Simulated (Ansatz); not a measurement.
Re in several cubic structure types, each at its own equilibrium volume.

These are results of PBE, plane waves, PAW datasets (generated soft set 1) in Ansatz, not measurements.

Settings: cutoff 420 eV; no spin polarisation; Fermi–Dirac smearing of 0.0612 eV; k-meshes 33³ (diamond), 48³ (fcc), 42³ (simple cubic).

**Question.** Rank the structures by energy per atom, lowest first.
A. fcc
B. diamond
C. simple cubic

**Answer.** A (0.0 meV/atom), C (1322 meV/atom), B (1550 meV/atom).

**Question.** Give the equilibrium volume and bulk modulus of each.

**Answer.** 
```
   structure  V₀ (Å³/atom)  B₀ (GPa)
     diamond         22.56       178
         fcc         15.00       363
simple cubic         17.15       259
```

Only these cubic types are compared here; the real ground state can be another structure or magnetic.

Model structures, not the usual forms at ambient conditions (metastable or hypothetical): Re (diamond type), Re (fcc type), Re (simple cubic type).
